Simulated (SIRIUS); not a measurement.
KF (Carobbiite) under changes of volume

One of the cells (19.455 Å³/atom); the others are scaled copies at fixed shape and fractional positions:

```
K F
1.0
     0.00000    2.68954    2.68954
     2.68954    0.00000    2.68954
     2.68954    2.68954    0.00000
K F
1 1
Direct
  0.00000 0.00000 0.00000
  0.50000 0.50000 0.50000
```

| Property | Result |
| --- | --- |
| Program | SIRIUS 7.12.0 |
| Functional | PBEsol |
| Potentials or basis | all-electron FP-LAPW |
| Cutoff | 273 eV |
| Basis | apw+lo standard |
| k mesh | 9 × 9 × 9 |
| Occupations | fermi-dirac, width 0.05 eV |
| Spin | no spin polarisation |

| volume (Å³/atom) | energy over the lowest point (meV/atom) | gap on the mesh (eV) |
| --- | --- | --- |
| 17.929 | ? | ? |
| 18.311 | 0.82 | 6.26 |
| 18.692 | 0.00 | 6.16 |
| 19.455 | 3.34 | 5.96 |
| 19.837 | 6.73 | 5.86 |
| 20.218 | 11.46 | 5.78 |

Question: What does the run at 17.929 Å³/atom give?

Answer: Energy over the lowest point 3.33 meV/atom; gap on the mesh 6.37 eV.

Worked out: A Birch-Murnaghan fit of order 3 (a polynomial in V^(-2/3)) to the other rows has its minimum at 18.67 Å³/atom with B0 = V·E''(V) = 34 GPa and B' = 6.2. It gives 3.50 meV/atom at 17.929 Å³/atom, against the run's 3.33. A straight line through the other rows of the gap, of slope -4.9 eV per unit of ln V (its deformation potential), extrapolates to 6.36 eV, against the run's 6.37.

Energies are extrapolated to zero smearing.

Caveats: an odd mesh through Γ misses points on the zone boundary, where band edges often lie.
